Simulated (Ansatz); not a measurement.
WSe2 (P6_3/mmc), random displacements

Theory: DFT PBE+D3(BJ), scalar-relativistic, plane waves, PAW (Ansatz 0.2.0). Cutoff 420 eV, Γ-centred 12×12×2 k-points, Gaussian smearing of 0.05 eV. Spin–orbit coupling is left out, which can shift energies with elements as heavy as these. No spin polarisation. Energies are free energies at this smearing, counted from the undisturbed cell; pressure is positive in compression.

Zero of the scan (as given, not relaxed at this level):

```
CELL_PARAMETERS angstrom
3.29000 0.00000 0.00000
-1.64500 2.84922 0.00000
0.00000 0.00000 12.97000
ATOMIC_POSITIONS crystal
W 0.33333 0.66667 0.25000
W 0.66667 0.33333 0.75000
Se 0.33333 0.66667 0.62100
Se 0.66667 0.33333 0.12100
Se 0.33333 0.66667 0.87900
Se 0.66667 0.33333 0.37900
```

The atoms are displaced (Å, in the unstrained cell):

```csv
atom,ux,uy,uz
W1,-0.144,-0.077,0.068
W2,-0.221,-0.204,-0.079
Se3,0.525,-0.099,0.020
Se4,0.146,-0.005,-0.058
Se5,0.129,0.258,0.148
Se6,-0.434,0.126,-0.099
```

Strain (Voigt, engineering shear): (-0.0036, 0.0123, -0.0054, 0.0023, 0.0024, -0.0004).

Task: What are the energy change, the stress and the forces?

Result: ΔE = 902.8 meV/atom; stress (xx, yy, zz, yz, xz, xy; compression positive) (8.69, 5.49, 26.17, -17.07, 23.19, -8.50) GPa.
| atom | Fx (eV/Å) | Fy | Fz |
| --- | --- | --- | --- |
| W1 | -3.12 | 4.33 | -6.00 |
| W2 | 5.68 | -0.93 | 7.01 |
| Se3 | -5.18 | 3.40 | -7.39 |
| Se4 | -1.95 | -0.91 | 0.31 |
| Se5 | -0.57 | -2.45 | 0.36 |
| Se6 | 5.13 | -3.44 | 5.71 |

Cost: 1 run of about 2.4 core-minutes, on Intel Xeon Processor @ 2.50GHz (Skylake/Cascade Lake) (shared hosts).